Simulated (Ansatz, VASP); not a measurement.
**Hg: VASP beside Ansatz**

```
CELL_PARAMETERS angstrom
3.48121 0.00000 0.00000
-1.74060 3.01481 0.00000
0.00000 0.00000 5.48564
ATOMIC_POSITIONS crystal
Hg 0.33333 0.66667 0.25000
Hg 0.66667 0.33333 0.75000
```

Alike in both runs: functional PBE; k mesh 14 × 14 × 8; occupations fermi-dirac, width 0.05 eV; no spin polarisation.

Ansatz relaxed the structure, and its values are those at the end. VASP's run is a single point on that final structure, the one shown.

|  | VASP | Ansatz |
| --- | --- | --- |
| version | VASP 6.6.1 | Ansatz 0.2.0 |
| potentials or method | VASP PAW PBE potentials, release 64 (Hg) | PAW with Ansatz's default frozen-core files, scalar-relativistic |
| plane-wave cutoff (eV) | 520 | 420 |
| valence electrons in the cell | 24 | 40 |

Ansatz gave:

| Property | Result |
| --- | --- |
| pressure (GPa) | 0.8 |

Estimate VASP's values.

pressure (GPa): 0.9.

The two sets of potentials don't hold the same shells in valence.

The runs have no spin-orbit coupling, so splittings on Hg are missing.
